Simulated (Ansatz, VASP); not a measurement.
**Hf in VASP and in Ansatz**

```
Hf
1.0
     2.48315    0.00000    0.00000
     0.00000    2.48315    0.00000
     0.00000    0.00000    2.48315
Hf
1
Direct
  0.00000 0.00000 0.00000
```

Change from the starting cell: volume scaled by 0.68, PAW files.

Alike in both runs: task single point; functional LDA; k mesh 15 × 15 × 15; occupations fermi-dirac, width 0.1 eV; no spin polarisation.

|  | VASP | Ansatz |
| --- | --- | --- |
| version | VASP 6.6.1 | Ansatz 0.2.0 |
| potentials or method | VASP PAW LDA potentials, release 64 (Hf_pv) | PAW with Ansatz's default frozen-core files, scalar-relativistic |
| plane-wave cutoff (eV) | 520 | 420 |
| valence electrons in the cell | 10 | 26 |

```tsv
	VASP	Ansatz	Ansatz less VASP
pressure (GPa)	70.5	71.4	+0.83
```

The two sets of potentials don't hold the same shells in valence.

Caveats: the cell as given lies far from equilibrium; so large a pressure means that the cell lies far from this level's equilibrium, or that cutoff or potentials fall short (VASP). Spin-orbit coupling is left out, which matters for the levels of Hf.
